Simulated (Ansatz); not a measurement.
Given:

Starting cell, CaF2 (fluorite):

```yaml
crystal:
  lattice:
    - [0.00000, 5.51106, 5.51106]
    - [2.75553, 0.00000, 2.75553]
    - [2.75553, 2.75553, 0.00000]
  atoms:
    - { symbol: Ca, position: [0.00000, 0.00000, 0.00000] }
    - { symbol: Ca, position: [0.50000, 0.00000, 0.00000] }
    - { symbol: F, position: [0.37500, 0.75000, 0.75000] }
    - { symbol: F, position: [0.87500, 0.75000, 0.75000] }
    - { symbol: F, position: [0.12500, 0.25000, 0.25000] }
    - { symbol: F, position: [0.62500, 0.25000, 0.25000] }
```

The atoms are displaced by Q × the pattern below (from a DFPT mode at L = (0.5, 0.0, 0.0), largest move 1; Q in Å), at fixed cell. (q is in reciprocal vectors of the primitive cell; the cell shown is doubled to hold the pattern.)

| atom | x | y | z |
|---|---|---|---|
| Ca1 | -0.497 | 0.497 | 0.497 |
| Ca2 | 0.497 | -0.497 | -0.497 |
| F3 | 0.577 | -0.577 | -0.577 |
| F4 | -0.577 | 0.577 | 0.577 |
| F5 | -0.577 | 0.577 | 0.577 |
| F6 | 0.577 | -0.577 | -0.577 |

Level of theory: PBE (plane waves to 420 eV, PAW, scalar-relativistic; Ansatz, a quantum-chemistry and plane-wave program). k mesh 5×10×10 (Γ-centred), Fermi-Dirac smearing 0.05 eV. E stands for the smeared free energy. CaF2 was relaxed with its symmetry unable to fall. ΔE is measured from the undisplaced structure.

The scan covers Q from -0.280 to 0.280 Å in 13 points.

Q: Which space group does the distorted structure have?

A: R-3m (No. 166), lowered from Fm-3m.

Q: What is the energy change at Q = 0.280 Å?

A: 1790 meV/cell.

Q: What harmonic wavenumber does the curvature at Q = 0 give?

A: 231 cm⁻¹.

(A displaced cell: forces are minus the slopes of the energy, force constants its curvatures, and phonons follow from these.)
